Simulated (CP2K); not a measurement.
Runs of CP2K 2026.2 on GaN. Symmetry: F-43m, No. 216, cubic system. Conventional cell: a = 4.507 Å, b = 4.507 Å, c = 4.507 Å, α = 90.00°, β = 90.00°, γ = 90.00°. Ga (site symmetry -43m) is surrounded by 4 N at 1.95 Å. N (site symmetry -43m) is surrounded by 4 Ga at 1.95 Å. The cell is a database's computed one.

```csv
task,level,potentials or basis,spin,smearing,EPS_DEFAULT,k points reduced by the point group,NGRIDS,points a segment of the path (NPOINTS),bands added on the path,gap on the mesh (eV),pressure (GPa)
band structure,TB-mBJ,"POTENTIAL_UZH Ga GTH-PBE-q13, N GTH-PBE-q5; TZVP-MOLOPT-PBE-GTH basis",off,fermi-dirac 0.1 eV,1.0E-9,yes,5,6,2,1.46,-
band structure,PBEsol,"POTENTIAL_UZH Ga GTH-PBE-q13, N GTH-PBE-q5; TZVP-MOLOPT-PBE-GTH basis",off,fermi-dirac 0.01 eV,1.0E-10,yes,5,8,2,1.59,1.7
band structure,LDA,"GTH_POTENTIALS Ga GTH-PADE-q13, N GTH-PADE-q5; TZVP-MOLOPT-PBE-GTH basis",off,fermi-dirac 0.01 eV,1.0E-9,yes,5,8,4,(b),-4.2
band structure,PBE,"GTH_SOC_POTENTIALS Ga GTH-PBE-q13, N GTH-PBE-q5; TZVP-MOLOPT-PBE-GTH basis","SOC, no magnetisation",fermi-dirac 0.1 eV,1.0E-10,-,5,8,4,-,7.0
band structure,PBE,"POTENTIAL_UZH Ga GTH-PBE-q13, N GTH-PBE-q5; TZVP-MOLOPT-PBE-GTH basis",off,fermi-dirac 0.05 eV,1.0E-10,yes,4,8,4,(a),(c)
band structure,r2SCAN,"POTENTIAL_UZH Ga GTH-SCAN-q13, N GTH-SCAN-q5; TZVP-MOLOPT-SCAN-GTH basis",off,fermi-dirac 0.01 eV,1.0E-9,yes,4,6,6,2.02,0.4
```

Alike in all rows: cell as given; k mesh 10 × 10 × 10.

Question: Estimate the missing entries.

Answer: (a) 1.69; (b) 1.68; (c) 7.1.

Caveats: the basis of atomic orbitals isn't converged, which shifts pressures, moduli and gaps; the potentials were made for another functional, which shifts forces and pressure (some runs); the real-space grid breaks the cell's symmetry a little (some runs); this is a model potential without an energy functional, so only levels have meaning (some runs).

A k mesh can miss the band edges, and rows without SOC leave out spin-orbit coupling on Ga.
